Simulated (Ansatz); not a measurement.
# Hg: the cost of one run

Program: Ansatz 0.2.0. Level of theory: DFT PBEsol, scalar-relativistic, plane waves, PAW. These are calculated values, not measurements.

## 1. The system as given

It takes space group I4_1/amd (No. 141, tetragonal). Conventional cell: a = 5.860 Å, b = 5.860 Å, c = 3.145 Å, α = 90.00°, β = 90.00°, γ = 90.00°. Hg (site symmetry -4m2) is surrounded by 6 Hg at 3.03 to 3.15 Å.

Structure file:

```cif
data_structure
_symmetry_space_group_name_H-M 'I4_1/amd:1'
_symmetry_Int_Tables_number 141
_cell_length_a 5.8595
_cell_length_b 5.8595
_cell_length_c 3.1451
_cell_angle_alpha 90.000
_cell_angle_beta 90.000
_cell_angle_gamma 90.000
_cell_volume 107.98
loop_
_atom_site_label
_atom_site_type_symbol
_atom_site_symmetry_multiplicity
_atom_site_Wyckoff_symbol
_atom_site_fract_x
_atom_site_fract_y
_atom_site_fract_z
_atom_site_occupancy
Hg1 Hg 4 a 0.00000 0.50000 0.25000 1
```

The structure comes from the Materials Project (structure only).

## 2. A distortion of lower symmetry

Against the listed cell: strain xx, yy, zz, yz, xz, xy = -9.2, -1.6, +1.3, +0.0, +1.1, +0.0 %; atoms moved by 0.10 Å root mean square, at most 0.10 Å.

Contents of input.yaml:

```yaml
crystal:
  lattice:
    - [-2.6438811929, 2.8817354696, 1.5607770516]
    - [2.6786031532, -2.8817354696, 1.6254660231]
    - [2.6438811929, 2.8817354696, -1.5607770516]
  atoms:
    - { symbol: Hg, position: [0.7220043059, 0.2139139122, 0.4919096063] }
    - { symbol: Hg, position: [0.0279956941, 0.0360860878, 0.0080903937] }
basis:
  ecutwfc: 420
kpoints:
  mp_grid: { grid: [14, 14, 14] }
hamiltonian:
  xc: pbesol
scf:
  occupations: { method: gaussian, width: 0.1 }
output:
  forces: true
  stress: true
  eigenvalues: true
  populations: true
```

Q: Estimate wall time and peak memory on 1 thread of an Arm CPU, shared host.

About 32 s, with a peak of 0.77 GiB.
